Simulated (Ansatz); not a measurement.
The system is Bi2Se3 (Paraguanajuatite).

```
CELL_PARAMETERS angstrom
2.07150 1.19598 9.54533
-2.07150 1.19598 9.54533
0.00000 -2.39196 9.54533
ATOMIC_POSITIONS crystal
Bi 0.59920 0.59920 0.59920
Bi 0.40080 0.40080 0.40080
Se 0.78830 0.78830 0.78830
Se 0.21170 0.21170 0.21170
Se 0.00000 0.00000 0.00000
```

Base run:

| Quantity | Value |
| --- | --- |
| Program | Ansatz 0.2.0 |
| Functional | revPBE |
| Potentials or basis | Ansatz PAW |
| Cutoff | 420 eV (not typed: the program's choice for these potentials) |
| k mesh | 8 × 8 × 8 |
| Occupations | fermi-dirac, width 0.05 eV |
| Spin | no spin polarisation |

Its results: band gap on the k mesh 0.27 eV, direct; pressure 3.8 GPa; largest force 0.161 eV/Å.

Task: The run is repeated on the same cell with these changes: functional from revPBE to PBE; potentials or basis from Ansatz PAW to Ansatz PAW large core; valence electrons from 78 to 48. What comes out?

Result: Band gap on the k mesh 0.22 eV, direct; pressure 2.6 GPa; largest force 0.162 eV/Å.

Caveats: spin-orbit coupling is left out, which as a rule narrows the gap of such compounds by several tenths of an eV; the PAW data sets come from PBE, with cores solved anew for the run's functional, which leaves a small shift of forces and pressure (some runs); this set keeps more shells in the core, which shifts pressures and gaps (some runs).
